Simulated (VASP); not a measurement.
Crystal: EuO.

```
Eu O
1.0
     0.00000    2.57195    2.57195
     2.57195    0.00000    2.57195
     2.57195    2.57195    0.00000
Eu O
1 1
Direct
  0.00000 0.00000 0.00000
  0.50000 0.50000 0.50000
```

```yaml
Program: VASP 6.6.1
Task: relaxation of cell and atoms
Functional: PBE
Potentials_or_basis: VASP PAW PBE potentials, release 64 (Eu, O)
Cutoff: 600 eV
k_mesh: 12 × 12 × 12
Occupations: methfessel-paxton, width 0.1 eV
Spin: collinear spin, ferromagnetic start
Starting_moments: "[7.0, 0.0] μB"
```

At the start: pressure -4.4 GPa; volume 17.01 Å³/atom.

Task: How do energy, volume and symmetry change on relaxing?

Result: Over 9 steps the energy falls by 12.6 meV/atom and the volume is 16.17 Å³/atom (-5.0 %); space group Fm-3m (No. 225, to 0.05 Å); moment 6.96 μB per cell.

The path:
```
step  energy change (eV)  largest force (eV/Å)  pressure (GPa)  volume (Å³)
   1              0.0000                0.0000           -4.42        34.03
   2             -0.0223                0.0000            1.76        31.77
   3             -0.0253                0.0000            0.11        32.30
   4             -0.0252                0.0000           -0.17        32.35
   5             -0.0252                0.0000           -0.24        32.34
   6             -0.0253                0.0000           -0.28        32.33
   7             -0.0253                0.0000           -0.16        32.33
   8             -0.0253                0.0000           -0.10        32.33
   9             -0.0253                0.0000           -0.08        32.33
```

Final structure:
```yaml
crystal:
  lattice:
    - [0.00000, 2.52858, 2.52858]
    - [2.52858, 0.00000, 2.52858]
    - [2.52858, 2.52858, 0.00000]
  atoms:
    - { symbol: Eu, position: [0.00000, 0.00000, 0.00000] }
    - { symbol: O, position: [0.50000, 0.50000, 0.50000] }
```

Caveat: a cell with one magnetic atom can't hold antiferromagnetic order, which such compounds often take; without U or exact exchange the open f shell lies at the Fermi level, which spoils levels, moments and volumes.
